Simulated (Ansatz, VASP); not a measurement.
## TaN: VASP beside Ansatz

```
Ta N
1.0
     0.00000    2.19827    2.19827
     2.19827    0.00000    2.19827
     2.19827    2.19827    0.00000
Ta N
1 1
Cartesian
  2.1983 2.1983 2.1983
  0.0000 0.0000 0.0000
```

Alike in both runs: functional r2SCAN; k mesh 16 × 16 × 16; occupations gaussian, width 0.1 eV; no spin polarisation.

Ansatz relaxed the structure, and its values are those at the end. VASP's run is a single point on that final structure, the one shown.

|  | VASP | Ansatz |
| --- | --- | --- |
| version | VASP 6.6.1 | Ansatz 0.2.0 |
| potentials or method | VASP PAW PBE potentials, release 64 (Ta_pv, N) | scalar-relativistic, plane waves, PAW |
| plane-wave cutoff (eV) | 520 | 500 |
| valence electrons in the cell | 16 | 18 |

```tsv
	VASP	Ansatz	Ansatz less VASP
gap on the k mesh at the Fermi level (eV)	none	none	-
pressure (GPa)	1.9	0.0	-1.95
```

A gap of «none» marks a metal or a gap that the smearing closes. The functional is the same, so the differences come from potentials, cutoffs and numerics. The two sets of potentials don't hold the same shells in valence.

Caveats: the PAW data sets were made with another functional, which shifts forces and pressure a little (VASP). Spin-orbit coupling is left out, which matters for the levels of Ta.
